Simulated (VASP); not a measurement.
# BaTiO3 (P4mm) in VASP: a series of runs

One crystal, BaTiO3, is run at these levels: PBE, LDA, r2SCAN, HSE06; tasks: dielectric tensor, band structure.

Everything below comes from runs of VASP 6.6.1. Logs are shortened: lines on timing, memory, paths and dates and some standing lists are left out, and cuts for length are marked.

### 1 Starting point

It takes space group P4mm (No. 99, tetragonal). Conventional cell: a = 3.997 Å, b = 3.997 Å, c = 4.219 Å, α = 90.00°, β = 90.00°, γ = 90.00°. Ba (site symmetry 4mm) has 12 O at 2.82 to 2.99 Å as nearest neighbours. Ti (site symmetry 4mm) has 5 O at 1.82 to 2.01 Å as nearest neighbours. O (site symmetry 2mm) is surrounded by 2 Ti at 2.01 Å. O (site symmetry 4mm) has 1 Ti at 1.82 Å as nearest neighbours.

The cell is a database's computed one.

### 2 Dielectric tensor, PBE

Input file INCAR:

```
PREC = Accurate
ENCUT = 450
EDIFF = 1E-8
ISMEAR = 0
SIGMA = 0.02
LREAL = False
LASPH = True
NELM = 120
ALGO = Normal
ISIF = 2
LWAVE = False
LCHARG = False
GGA = PE
LEPSILON = True
IBRION = 8
KPAR = 4
```

Input file KPOINTS:

```
Automatic mesh
0
Gamma
  8 8 8
```

Input file POSCAR:

```
BaTiO3                                  
1.0
    3.9965374438      0.0000000000      0.0000000000
    0.0000000000      3.9965374438      0.0000000000
    0.0000000000      0.0000000000      4.2194901027
  Ba              Ti              O             
     1     1     3
Direct
     0.5000000000000000    0.5000000000000000    0.5897714823185041
     0.0000000000000000    0.0000000000000000    0.1086709239354562
     0.0000000000000000    0.5000000000000000    0.0612164646736844
     0.5000000000000000    0.0000000000000000    0.0612164646736844
     0.0000000000000000    0.0000000000000000    0.5391216543986843
```

Potentials or basis: VASP PAW PBE potentials, release 64 (Ba_sv, Ti_sv, O).

Run with:

```console
> cat potpaw_PBE.64/Ba_sv/POTCAR potpaw_PBE.64/Ti_sv/POTCAR potpaw_PBE.64/O/POTCAR > POTCAR
> mpirun -np 4 vasp_std > vasp.out
```

OUTCAR:

```text
PREC = Accurate
   ENCUT = 450
   EDIFF = 1E-8
   ISMEAR = 0
   LREAL = False
   LASPH = True
   NELM = 120
   ISIF = 2
   GGA = PE
   LEPSILON = True
   IBRION = 8

 ion  position               nearest neighbor table
   1  0.500  0.500  0.590-   3 2.82   4 2.82   4 2.82   3 2.82   5 2.83   5 2.83   5 2.83   5 2.83
                             3 2.99   4 2.99   3 2.99   4 2.99   2 3.48   2 3.48   2 3.48   2 3.48
   2  0.000  0.000  0.109-   5 1.82   4 2.01   3 2.01   3 2.01   4 2.01   5 2.40   1 3.48   1 3.48
                             1 3.48   1 3.48   1 3.57   1 3.57   1 3.57   1 3.57
   3  0.000  0.500  0.061-   2 2.01   2 2.01   1 2.82   1 2.82   1 2.99   1 2.99
   4  0.500  0.000  0.061-   2 2.01   2 2.01   1 2.82   1 2.82   1 2.99   1 2.99
   5  0.000  0.000  0.539-   2 1.82   2 2.40   1 2.83   1 2.83   1 2.83   1 2.83

  LATTYP: Found a simple tetragonal cell.
 ALAT       =     3.9965374438
 C/A-ratio  =     1.0557864557

  Lattice vectors:

 A1 = (   3.9965374438,   0.0000000000,   0.0000000000)
 A2 = (   0.0000000000,   3.9965374438,   0.0000000000)
 A3 = (   0.0000000000,   0.0000000000,   4.2194901027)

Analysis of symmetry for initial positions (statically):
=====================================================================
 Subroutine PRICEL returns:
 Original cell was already a primitive cell.

 Routine SETGRP: Setting up the symmetry group for a
 simple tetragonal supercell.

 Subroutine GETGRP returns: Found  8 space group operations
 (whereof  8 operations were pure point group operations)
 out of a pool of 16 trial point group operations.

The static configuration has the point symmetry C_4v.

Analysis of symmetry for dynamics (positions and initial velocities):
=====================================================================
 Subroutine PRICEL returns:
 Original cell was already a primitive cell.

 Routine SETGRP: Setting up the symmetry group for a
 simple tetragonal supercell.

 Subroutine GETGRP returns: Found  8 space group operations
 (whereof  8 operations were pure point group operations)
 out of a pool of 16 trial point group operations.

The dynamic configuration has the point symmetry C_4v.

 Subroutine INISYM returns: Found  8 space group operations
 (whereof  8 operations are pure point group operations),
 and found     1 'primitive' translations

----------------------------------------------------------------------------------------

                                     Primitive cell

  volume of cell :      67.3950

  direct lattice vectors                    reciprocal lattice vectors
     3.996537444  0.000000000  0.000000000     0.250216597  0.000000000  0.000000000
     0.000000000  3.996537444  0.000000000     0.000000000  0.250216597  0.000000000
     0.000000000  0.000000000  4.219490103     0.000000000  0.000000000  0.236995461

  length of vectors
     3.996537444  3.996537444  4.219490103     0.250216597  0.250216597  0.236995461
[... 876 lines left out ...]

 INTERNAL STRAIN TENSOR  FOR ION    5  DIRECTION 3   (eV/Angst):
 -----------------------------------------------------------------------------
    -4.43749  0.00000  0.00000
     0.00000 -4.43749  0.00000
     0.00000  0.00000-30.19271

 MACROSCOPIC STATIC DIELECTRIC TENSOR (including local field effects in DFT)
 ------------------------------------------------------
           6.185952     0.000000     0.000000
           0.000000     6.185952     0.000000
           0.000000    -0.000000     5.137753
 ------------------------------------------------------

 PIEZOELECTRIC TENSOR (including local field effects)  for field in x, y, z        (e  Angst)
          XX          YY          ZZ          XY          YZ          ZX
  --------------------------------------------------------------------------------
  x     0.00000     0.00000     0.00000     0.00000     0.00000     0.63944
  y     0.00000    -0.00000     0.00000     0.00000     0.63944     0.00000
  z     0.87740     0.87740     0.51865     0.00000     0.00000     0.00000

 PIEZOELECTRIC TENSOR (including local field effects)  for field in x, y, z        (C/m^2)
          XX          YY          ZZ          XY          YZ          ZX
  --------------------------------------------------------------------------------
  x     0.00000     0.00000     0.00000     0.00000     0.00000     0.15201
  y     0.00000    -0.00000     0.00000     0.00000     0.15201     0.00000
  z     0.20858     0.20858     0.12330     0.00000     0.00000     0.00000

 BORN EFFECTIVE CHARGES (including local field effects) (in |e|, cummulative output)
 ---------------------------------------------------------------------------------
 ion    1
    1     2.68724     0.00000     0.00000
    2     0.00000     2.68724     0.00000
    3     0.00000    -0.00000     2.89327
 ion    2
    1     6.87500     0.00000     0.00000
    2     0.00000     6.87500     0.00000
    3     0.00000     0.00000     4.82712
 ion    3
    1    -2.09440     0.00000     0.00000
    2     0.00000    -5.56330     0.00000
    3     0.00000    -0.00000    -1.84430
 ion    4
    1    -5.56330     0.00000     0.00000
    2     0.00000    -2.09440    -0.00000
    3     0.00000    -0.00000    -1.84430
 ion    5
    1    -1.90454     0.00000     0.00000
    2     0.00000    -1.90454    -0.00000
    3     0.00000    -0.00000    -4.03179

 INTERNAL STRAIN TENSOR FOR ION    5 for displacements in x,y,z  (eV/Angst):
          X           Y           Z          XY          YZ          ZX
  --------------------------------------------------------------------------------
  x     0.00000     0.00000     0.00000     0.00000     0.00000    -2.73044
  y     0.00000     0.00000     0.00000     0.00000    -2.84155     0.00000
  z    -4.43749    -4.43749   -30.19271     0.00000     0.00000     0.00000

 SECOND DERIVATIVES (NOT SYMMETRIZED)
 ------------------------------------
               1X          1Y          1Z          2X          2Y          2Z          3X          3Y          3Z          4X          4Y          4Z          5X          5Y          5Z
  1X    -5.632094    0.000000    0.000000    2.891499    0.000000    0.000000    0.466673    0.000000    0.000000    1.189762    0.000000    0.000000    1.084161    0.000000    0.000000
  1Y     0.000000   -5.632094    0.000000    0.000000    2.891499    0.000000    0.000000    1.189762    0.000000    0.000000    0.466673    0.000000    0.000000    1.084161    0.000000
  1Z     0.000000    0.000000   -4.999795    0.000000   -0.000000    3.964761    0.000000   -0.000000    0.217276    0.000000    0.000000    0.217276   -0.000000    0.000000    0.600481
  2X     2.887682    0.000000    0.000000   -1.091080    0.000000    0.000000    0.523115    0.000000    0.000000   -3.657671    0.000000    0.000000    1.337954    0.000000    0.000000
  2Y     0.000000    2.887682    0.000000    0.000000   -1.091080    0.000000    0.000000   -3.657671    0.000000    0.000000    0.523115    0.000000    0.000000    1.337954    0.000000
  2Z     0.000000    0.000000    3.988707    0.000000    0.000000  -17.727472   -0.000000   -0.000000    2.518713    0.000000    0.000000    2.518713    0.000000    0.000000    8.701339
  3X     0.473028    0.000000    0.000000    0.515698    0.000000    0.000000   -5.362698    0.000000    0.000000    4.772211    0.000000    0.000000   -0.398239    0.000000    0.000000
  3Y     0.000000    1.203874    0.000000    0.000000   -3.647040    0.000000    0.000000   -5.746618    0.000000    0.000000    4.761751    0.000000    0.000000    3.428033    0.000000
  3Z     0.000000    0.000000    0.207200    0.000000    0.000000    2.494795    0.000000    0.000000   -5.208392    0.000000    0.000000   -0.803691    0.000000    0.000000    3.310089
  4X     1.203874    0.000000    0.000000   -3.647040    0.000000    0.000000    4.761751    0.000000    0.000000   -5.746618    0.000000    0.000000    3.428033    0.000000    0.000000
  4Y     0.000000    0.473028    0.000000    0.000000    0.515698    0.000000    0.000000    4.772211    0.000000    0.000000   -5.362698    0.000000    0.000000   -0.398239    0.000000
  4Z     0.000000    0.000000    0.207200    0.000000    0.000000    2.494795    0.000000    0.000000   -0.803691    0.000000    0.000000   -5.208392    0.000000    0.000000    3.310089
  5X     1.093432    0.000000    0.000000    1.348902    0.000000    0.000000   -0.397992    0.000000    0.000000    3.416974    0.000000    0.000000   -5.461315    0.000000    0.000000
  5Y     0.000000    1.093432    0.000000    0.000000    1.348902    0.000000    0.000000    3.416974    0.000000    0.000000   -0.397992    0.000000    0.000000   -5.461315    0.000000
  5Z     0.000000   -0.000000    0.581272    0.000000    0.000000    8.724171    0.000000    0.000000    3.290213    0.000000    0.000000    3.290213    0.000000    0.000000  -15.885869

 Eigenvectors and eigenvalues of the dynamical matrix
 ----------------------------------------------------

   1 f  =   17.040999 THz   107.071757 2PiTHz  568.426557 cm-1    70.475879 meV
             X         Y         Z           dx          dy          dz
      1.998269  1.998269  2.488535    -0.000000   -0.000000    0.004656
      0.000000  0.000000  0.458536    -0.000000   -0.000000   -0.306933
      0.000000  1.998269  0.258302     0.000000   -0.000000   -0.196860
      1.998269  0.000000  0.258302    -0.000000    0.000000   -0.196860
      0.000000  0.000000  2.274818     0.000000    0.000000    0.910090
[... 105 lines left out ...]
  15 f/i=    4.019008 THz    25.252170 2PiTHz  134.059664 cm-1    16.621273 meV
             X         Y         Z           dx          dy          dz
      1.998269  1.998269  2.488535     0.005824    0.000329    0.000000
      0.000000  0.000000  0.458536     0.678717    0.038391   -0.000000
      0.000000  1.998269  0.258302    -0.390307   -0.033119    0.000000
      1.998269  0.000000  0.258302    -0.585511   -0.022077   -0.000000
      0.000000  0.000000  2.274818    -0.202381   -0.011447   -0.000000

--------------------------------------------------------------------------------------------------------

 MACROSCOPIC STATIC DIELECTRIC TENSOR IONIC CONTRIBUTION
 ------------------------------------------------------
           1.359406     0.000000    -0.000000
           0.000000     1.359406    -0.000000
          -0.000000    -0.000000    14.070693
 ------------------------------------------------------

 ELASTIC MODULI CONTR FROM IONIC RELAXATION (kBar)
 Direction    XX          YY          ZZ          XY          YZ          ZX
 --------------------------------------------------------------------------------
 XX        -110.8412     49.3742   -188.0040      0.0000      0.0000      0.0000
 YY          49.3742   -110.8412   -188.0040      0.0000     -0.0000     -0.0000
 ZZ        -188.0040   -188.0040  -1756.0083      0.0000      0.0000     -0.0000
 XY           0.0000      0.0000      0.0000      0.0000      0.0000      0.0000
 YZ           0.0000     -0.0000      0.0000      0.0000    -34.7508     -0.0000
 ZX           0.0000     -0.0000     -0.0000      0.0000     -0.0000    -24.0968
 --------------------------------------------------------------------------------

 PIEZOELECTRIC TENSOR IONIC CONTR  for field in x, y, z        (C/m^2)
          XX          YY          ZZ          XY          YZ          ZX
  --------------------------------------------------------------------------------
  x    -0.00000     0.00000     0.00000     0.00000     0.00000     0.09031
  y    -0.00000     0.00000    -0.00000     0.00000     0.08896     0.00000
  z     0.25692     0.25692     3.56503     0.00000    -0.00000    -0.00000
```

Run time: 20 min. Hardware: 4 MPI ranks of Intel Xeon Platinum 8488C (Sapphire Rapids), shared host; peak memory 0.78 GiB.

Results:

```yaml
Band_gap_on_the_k_mesh: 1.77 eV, indirect (least direct gap 2.34 eV)
Electronic_dielectric_tensor_diagonal: 6.19, 6.19, 5.14
Born_charges_mean_of_the_diagonal: Ba +2.76; Ti +6.19; O -3.17, -2.61 e
Highest_phonon_frequency_at_Γ_LO-TO_splitting_left_out: 568 cm⁻¹
Most_unstable_mode: 134i cm⁻¹
```

Phonon frequencies in cm⁻¹ (negative: imaginary):
```csv
q point,frequencies
"(0.000, 0.000, 0.000)",-134 -134 0 0 0 151 164 164 274 294 294 370 451 451 568
```

Electronic dielectric tensor:
```
6.19 0.00 0.00
0.00 6.19 0.00
0.00 0.00 5.14
```

Born effective charge tensors (e):
atom 1, Ba
```
2.69 0.00 0.00
0.00 2.69 0.00
0.00 0.00 2.89
```
atom 2, Ti
```
6.88 0.00 0.00
0.00 6.88 0.00
0.00 0.00 4.83
```
atom 3, O
```
-2.09  0.00  0.00
 0.00 -5.56  0.00
 0.00  0.00 -1.84
```
atom 4, O
```
-5.56  0.00  0.00
 0.00 -2.09  0.00
 0.00  0.00 -1.84
```
atom 5, O
```
-1.90  0.00  0.00
 0.00 -1.90  0.00
 0.00  0.00 -4.03
```

Caveat: some modes are imaginary; spin-orbit coupling is left out, which moves the levels of the heavy elements. A k mesh can miss the band edges.

### 3 Band structure, LDA

POSCAR is that of step 2.

Input file INCAR.step1:

```
SYSTEM = BaTiO3
  PREC = Accurate
  ENCUT = 450
  EDIFF = 1E-6
  ISMEAR = 0
  SIGMA = 0.02
  LREAL = .FALSE.
  LASPH = .TRUE.
  NELM = 120
  ALGO = Normal
  ISIF = 2
  LWAVE = .FALSE.
  LCHARG = .TRUE.
  LMAXMIX = 4
  GGA = CA
  NBANDS = 28
  KPAR = 4
```

Input file KPOINTS.step1:

```
regular mesh
0
G
  8 8 8
  0 0 0
```

Input file INCAR.step2:

```
SYSTEM = BaTiO3
  PREC = Accurate
  ENCUT = 450
  EDIFF = 1E-6
  ISMEAR = 0
  SIGMA = 0.05
  LREAL = .FALSE.
  LASPH = .TRUE.
  NELM = 120
  ALGO = Normal
  ISIF = 2
  LWAVE = .FALSE.
  LCHARG = .FALSE.
  LMAXMIX = 4
  GGA = CA
  NBANDS = 28
  KPAR = 4
  ICHARG = 11
```

Input file KPOINTS.step2:

```
path GXMGZRAZ,XR,MA
20
line-mode
reciprocal
 0.0000000000  0.0000000000  0.0000000000  G
 0.0000000000  0.5000000000  0.0000000000  X

 0.0000000000  0.5000000000  0.0000000000  X
 0.5000000000  0.5000000000  0.0000000000  M

 0.5000000000  0.5000000000  0.0000000000  M
 0.0000000000  0.0000000000  0.0000000000  G

 0.0000000000  0.0000000000  0.0000000000  G
 0.0000000000  0.0000000000  0.5000000000  Z

 0.0000000000  0.0000000000  0.5000000000  Z
 0.0000000000  0.5000000000  0.5000000000  R

 0.0000000000  0.5000000000  0.5000000000  R
 0.5000000000  0.5000000000  0.5000000000  A

 0.5000000000  0.5000000000  0.5000000000  A
 0.0000000000  0.0000000000  0.5000000000  Z

 0.0000000000  0.5000000000  0.0000000000  X
 0.0000000000  0.5000000000  0.5000000000  R

 0.5000000000  0.5000000000  0.0000000000  M
 0.5000000000  0.5000000000  0.5000000000  A
```

Potentials or basis: VASP PAW LDA potentials, release 64 (Ba_sv, Ti_sv, O).

Run with:

```console
> cat potpaw_LDA.64/Ba_sv/POTCAR potpaw_LDA.64/Ti_sv/POTCAR potpaw_LDA.64/O/POTCAR > POTCAR
> cp INCAR.step1 INCAR
> cp KPOINTS.step1 KPOINTS
> mpirun -np 4 vasp_std > vasp.out
> cp INCAR.step2 INCAR
> cp KPOINTS.step2 KPOINTS
> mpirun -np 4 vasp_std > vasp.out
```

Wall time 48 s (4 MPI ranks of Intel Xeon Platinum 8488C (Sapphire Rapids), shared host); peak memory 0.33 GiB.

The run converged. Its results:

```yaml
Band_gap_on_the_k_mesh: 1.68 eV, indirect (least direct gap 2.25 eV)
Band_gap_along_the_path: 1.68 eV, indirect (least direct gap 2.25 eV)
```

Levels at the corners of the path, in eV from the valence-band top:
```csv
point,band 17,band 18,band 19,band 20,band 21,band 22,band 23,band 24
Γ,-1.34,-0.94,-0.58,-0.58,1.68,2.33,2.33,3.97
X,-2.00,-1.74,-1.61,-1.35,2.40,3.34,3.45,4.01
X,-2.00,-1.74,-1.61,-1.35,2.40,3.34,3.45,4.01
M,-2.06,-1.18,-1.18,-0.06,3.49,3.49,3.81,3.99
M,-2.06,-1.18,-1.18,-0.06,3.49,3.49,3.81,3.99
Γ,-1.34,-0.94,-0.58,-0.58,1.68,2.33,2.33,3.97
Γ,-1.34,-0.94,-0.58,-0.58,1.68,2.33,2.33,3.97
Z,-2.10,-2.03,-0.75,-0.75,1.80,3.34,3.34,3.97
Z,-2.10,-2.03,-0.75,-0.75,1.80,3.34,3.34,3.97
R,-1.89,-1.20,-1.11,-0.54,3.35,3.39,3.62,4.73
R,-1.89,-1.20,-1.11,-0.54,3.35,3.39,3.62,4.73
A,-2.66,-0.47,-0.47,0.00,3.87,3.87,3.98,5.81
A,-2.66,-0.47,-0.47,0.00,3.87,3.87,3.98,5.81
Z,-2.10,-2.03,-0.75,-0.75,1.80,3.34,3.34,3.97
X,-2.00,-1.74,-1.61,-1.35,2.40,3.34,3.45,4.01
R,-1.89,-1.20,-1.11,-0.54,3.35,3.39,3.62,4.73
M,-2.06,-1.18,-1.18,-0.06,3.49,3.49,3.81,3.99
A,-2.66,-0.47,-0.47,0.00,3.87,3.87,3.98,5.81
```

Caveat: the log is that of the step along the path at fixed density, whose energy, stress, charges and moments have no meaning; spin-orbit coupling is left out, which moves the levels of the heavy elements.

(Part 1 of 2 ends here.)
